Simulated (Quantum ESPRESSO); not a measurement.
The system is CsPbCl3.

```xyz
5
Lattice="5.6050 0.0000 0.0000 0.0000 5.6050 0.0000 0.0000 0.0000 5.6050" Properties=species:S:1:pos:R:3 pbc="T T T"
Pb    2.8025    2.8025    2.8025
Cs    0.0000    0.0000    0.0000
Cl    2.8025    0.0000    2.8025
Cl    0.0000    2.8025    2.8025
Cl    2.8025    2.8025    0.0000
```

Base run:

```yaml
Program: Quantum ESPRESSO 7.5
Functional: r2SCAN
Potentials_or_basis: SG15 PBE 1.2
Cutoff: 789 eV
Density_cutoff: 3157 eV
k_mesh: 5 × 5 × 5
Occupations: fermi-dirac, width 0.05 eV
Spin: no spin polarisation
```

Its results: pressure 0.5 GPa.

The run is repeated on the same cell with these changes: functional from r2SCAN to PBE; potentials or basis from SG15 PBE 1.2 to SSSP 1.3 efficiency PBE; cutoff from 789 eV to 748 eV; density cutoff from 3157 eV to 5987 eV. What comes out?

Pressure 1.7 GPa.

Caveats: the potentials were made for another functional, which shifts forces and pressure (some runs); this potential file gives levels or pressures that part from those of other sets (some runs).
